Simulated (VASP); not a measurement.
**VASP 6.6.1 run: BaO**

INCAR

```
IBRION = -1
NELM = 68
ALGO = VeryFast
ISMEAR = 0
ENCUT = 450
ISIF = 2
NSW = 0
LWAVE = .FALSE.
LREAL = .FALSE.
PREC = Accurate
LASPH = .TRUE.
METAGGA = R2SCAN
NBANDS = 15
SIGMA = 0.01
LCHARG = .FALSE.
EDIFF = 1E-7
```

KPOINTS

```
KPOINTS created by Atomic Simulation Environment
0
Gamma
8 8 8
0 0 0
```

POSCAR

```
Ba O
 1.0000000000000000
     0.0000000000000000    2.6976547784000000    2.6976547784000000
     2.6976547784000000    0.0000000000000000    2.6976547784000000
     2.6976547784000000    2.6976547784000000    0.0000000000000000
 Ba  O
   1   1
Cartesian
  0.0000000000000000  0.0000000000000000  0.0000000000000000
  2.6976547784000000  2.6976547784000000  2.6976547784000000
```

The recommended PBE PAW datasets give the neutral cell 16 valence electrons.

Command

```
mpirun -np 1 vasp_std
```

OSZICAR

```
N       E                     dE             d eps       ncg     rms          rms(c)
RMM:   1     0.115964970326E+03    0.11596E+03   -0.48425E+03   435   0.724E+02
RMM:   2     0.515188165551E+01   -0.11081E+03   -0.11084E+03   435   0.175E+02
RMM:   3    -0.302334812480E+02   -0.35385E+02   -0.28043E+02   435   0.895E+01
RMM:   4    -0.424956506805E+02   -0.12262E+02   -0.70788E+01   435   0.488E+01
RMM:   5    -0.445888294311E+02   -0.20932E+01   -0.15788E+01   435   0.212E+01
RMM:   6    -0.450739704740E+02   -0.48514E+00   -0.39330E+00   435   0.103E+01
RMM:   7    -0.452060530591E+02   -0.13208E+00   -0.11795E+00   435   0.517E+00
RMM:   8    -0.452489120470E+02   -0.42859E-01   -0.40339E-01   435   0.297E+00
RMM:   9    -0.452650044265E+02   -0.16092E-01   -0.15829E-01  1399   0.167E+00
RMM:  10    -0.452713065462E+02   -0.63021E-02   -0.42480E-02  1591   0.753E-01
...
RMM:  15    -0.377112636385E+02    0.49873E-03   -0.92275E-02  1399   0.303E+00    0.296E-01
RMM:  16    -0.377125863314E+02   -0.13227E-02   -0.13313E-02  1201   0.753E-01    0.223E-01
RMM:  17    -0.377123213100E+02    0.26502E-03   -0.42451E-03  1109   0.402E-01    0.105E-01
RMM:  18    -0.377120281488E+02    0.29316E-03   -0.76925E-04  1208   0.148E-01    0.130E-02
RMM:  19    -0.377120418982E+02   -0.13749E-04   -0.17180E-04  1367   0.608E-02    0.190E-02
RMM:  20    -0.377120404162E+02    0.14820E-05   -0.38112E-05  1347   0.268E-02    0.433E-03
RMM:  21    -0.377120410747E+02   -0.65841E-06   -0.10675E-05  1328   0.130E-02    0.137E-03
RMM:  22    -0.377120414460E+02   -0.37132E-06   -0.24723E-06  1205   0.506E-03    0.813E-04
RMM:  23    -0.377120414565E+02   -0.10511E-07   -0.55781E-07   980   0.236E-03
   1 F= -.37712041E+02 E0= -.37712041E+02  d E =-.455565E-87
```

From OUTCAR

```
k-points           NKPTS =     29   k-points in BZ     NKDIM =     29   number of bands    NBANDS=     15

   NELECT =      16.0000    total number of electrons

   dimension x,y,z NGX =    28 NGY =   28 NGZ =   28
   dimension x,y,z NGXF=    56 NGYF=   56 NGZF=   56

  energy-cutoff  :      450.00
  volume of cell :       39.26
      direct lattice vectors                 reciprocal lattice vectors
     0.000000000  2.697654778  2.697654778    -0.185346177  0.185346177  0.185346177
     2.697654778  0.000000000  2.697654778     0.185346177 -0.185346177  0.185346177
     2.697654778  2.697654778  0.000000000     0.185346177  0.185346177 -0.185346177

 k-points in reciprocal lattice and weights: KPOINTS created by Atomic Simulation Env
   0.00000000  0.00000000  0.00000000       0.002
   0.12500000  0.00000000  0.00000000       0.016
   0.25000000  0.00000000  0.00000000       0.016
   0.37500000  0.00000000  0.00000000       0.016
   0.50000000  0.00000000  0.00000000       0.008
   0.12500000  0.12500000  0.00000000       0.012
   0.25000000  0.12500000  0.00000000       0.047
   0.37500000  0.12500000  0.00000000       0.047
   ...

 E-fermi :   2.3940

 k-point     1 :       0.0000    0.0000    0.0000
  band No.  band energies     occupation
      1     -24.4902      2.00000
      2     -13.9841      2.00000
      3      -8.3857      2.00000
      4      -8.3857      2.00000
      5      -8.3857      2.00000
      6       1.6449      2.00000
      7       1.6449      2.00000
      8       1.6449      2.00000
      9       6.7469      0.00000
     10       7.2947      0.00000
     11       7.2947      0.00000
     12       7.2947      0.00000
     13       9.9454      0.00000
     14       9.9454      0.00000
     15      23.1911      0.00000

 k-point     2 :       0.1250    0.0000    0.0000
  band No.  band energies     occupation
      1     -24.4377      2.00000
      2     -14.1177      2.00000
      3      -8.4340      2.00000
      4      -8.4058      2.00000
      5      -8.4058      2.00000
      6       1.3150      2.00000
      7       1.4155      2.00000
      8       1.4155      2.00000
      9       7.0897      0.00000
     10       7.4727      0.00000
     11       7.6188      0.00000
     12       7.6188      0.00000
     13      10.4093      0.00000
     14      10.4093      0.00000
     15      13.7555      0.00000

 k-point     3 :       0.2500    0.0000    0.0000
  band No.  band energies     occupation
      1     -24.3064      2.00000
      2     -14.4421      2.00000
      3      -8.5421      2.00000
      4      -8.4530      2.00000
      5      -8.4530      2.00000
      6       0.6688      2.00000
      7       0.9275      2.00000
      8       0.9275      2.00000
      9       7.0591      0.00000
     10       8.5005      0.00000
     11       8.5005      0.00000
     12       9.0897      0.00000
     13      11.5553      0.00000
     14      11.5553      0.00000
     15      16.1166      0.00000

 ...

  Total        2.2646720      2.2646720      2.2646720     -0.0000000      0.0000000      0.0000000
  in kB       92.4116603     92.4116603     92.4116603     -0.0000000      0.0000000      0.0000000
  external PRESSURE =      92.4116603 kB  Pullay stress =       0.0000000 kB

 POSITION                                       TOTAL-FORCE (eV/Angst)
 -----------------------------------------------------------------------------------
      0.00000      0.00000      0.00000         0.000000      0.000000      0.000000
      2.69765      2.69765      2.69765        -0.000000     -0.000000     -0.000000
 -----------------------------------------------------------------------------------
    total drift:                                0.000000      0.000000      0.000000

  FREE ENERGIE OF THE ION-ELECTRON SYSTEM (eV)
  ---------------------------------------------------
  free  energy   TOTEN  =       -37.7120414565 eV

  energy  without entropy=      -37.7120414565  energy(sigma->0) =      -37.71204146
```

It converged. Results: gap between bands v and c on the k mesh 2.00 eV; least direct gap on the k mesh 2.00 eV; pressure 9.2 GPa. Band v is the last that the valence electrons fill when counted band by band, and c is the next.

For comparison, a separate r²SCAN run of the intended cell, on usual settings and not on those above, gives a gap of 2.00 eV on its mesh and a pressure of 9.8 GPa.

The run above took about 2.1 min on one core of a shared host (Intel Xeon Platinum 8488C) and held 0.17 GiB at most.
